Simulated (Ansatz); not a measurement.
Crystal: Ge.

```
Ge
1.0
     0.00000    2.88574    5.11566
     2.63050    0.00000    5.11566
     2.63050    2.88574    0.00000
Ge
4
Direct
  0.72649 0.27351 0.72649
  0.27351 0.72649 0.27351
  0.21813 0.21813 0.78187
  0.78187 0.78187 0.21813
```

This isn't the form of Ge at room conditions, which is diamond.

| Item | Value |
| --- | --- |
| Program | Ansatz 0.2.0 |
| Task | relaxation of cell and atoms |
| Functional | BLYP |
| Dispersion | D3(BJ) |
| Potentials or basis | Ansatz PAW |
| Cutoff | 420 eV (not typed: the program's choice for these potentials) |
| k mesh | 5 × 5 × 5 |
| Occupations | fermi-dirac, width 0.05 eV |
| Spin | no spin polarisation |

At the start: volume 19.42 Å³/atom.

Where does the relaxation end?

It ends after 7 steps; space group Fmmm (No. 69, to 0.05 Å).

Step by step:
| step | energy change (eV) | largest force (eV/Å) | volume (Å³) |
| --- | --- | --- | --- |
| 1 | 0.0000 | 0.1167 | 77.67 |
| 2 | -0.0065 | 0.0787 | 77.20 |
| 3 | -0.0110 | 0.0279 | 77.60 |
| 4 | -0.0111 | 0.0408 | 77.57 |
| 5 | -0.0113 | 0.0047 | 77.66 |
| 6 | -0.0113 | 0.0052 | 77.64 |
| 7 | -0.0113 | 0.0052 | 77.64 |

Final structure:
```cif
data_structure
_symmetry_space_group_name_H-M 'P 1'
_symmetry_Int_Tables_number 1
_cell_length_a 5.8952
_cell_length_b 5.7657
_cell_length_c 3.8968
_cell_angle_alpha 72.283
_cell_angle_beta 68.693
_cell_angle_gamma 39.024
_cell_volume 77.64
loop_
_atom_site_label
_atom_site_type_symbol
_atom_site_fract_x
_atom_site_fract_y
_atom_site_fract_z
_atom_site_occupancy
Ge1 Ge 0.72395 0.27605 0.72395 1
Ge2 Ge 0.27605 0.72395 0.27605 1
Ge3 Ge 0.21009 0.21009 0.78991 1
Ge4 Ge 0.78991 0.78991 0.21009 1
```

Caveat: the plane-wave basis is chosen anew once the cell has moved, so the energies of steps on either side of that aren't comparable; pairwise dispersion overbinds metals, which lowers pressure and volume; the PAW data sets come from PBE, with cores solved anew for the run's functional, which leaves a small shift of forces and pressure.
